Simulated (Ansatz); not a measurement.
# CdTe: modes against the lattice constant

Computed with DFT LDA, scalar-relativistic, plane waves, PAW in Ansatz. Cutoff 420 eV, 12×12×12 k-points (Γ-centred), Fermi-Dirac smearing of 0.15 eV. No spin polarisation. Phonons by linear response, acoustic sum rule imposed.

The cell is fixed (symmetry leaves no force on the atoms) and stands under -4.3 GPa:
```
Cd Te
1.0
     0.00000    3.05400    3.05400
     3.05400    0.00000    3.05400
     3.05400    3.05400    0.00000
Cd Te
1 1
Direct
  0.00000 0.00000 0.00000
  0.50000 0.50000 0.50000
```

The cell is the ideal cubic rocksalt prototype; this isn't the usual structure of the compound. In a metal, frequencies and elastic constants depend on the k mesh and the smearing, soft modes and shear constants most.

Question: How do the optical zone-centre modes (counted from the lowest optical one, degenerate ones once; i marks imaginary ones) of this metal change over a = 5.573, 5.679, 5.974, 6.017 and 6.108 Å (k meshes 14×14×14, 12×12×12, 12×12×12, 12×12×12, 12×12×12)?

Answer:
| a (Å) | 5.573 | 5.679 | 5.974 | 6.017 | 6.108 |
| --- | --- | --- | --- | --- | --- |
| pressure (GPa) | 18.5 | 11.2 | -1.2 | -2.3 | -4.3 |
| mode 1 (cm⁻¹) | 158 | 138 | 84 | 76 | 58 |

Cost: 5 runs of about 8.5 core-minutes in all, on Intel Xeon Processor @ 2.50GHz (Skylake/Cascade Lake), Arm Neoverse N1 (shared hosts).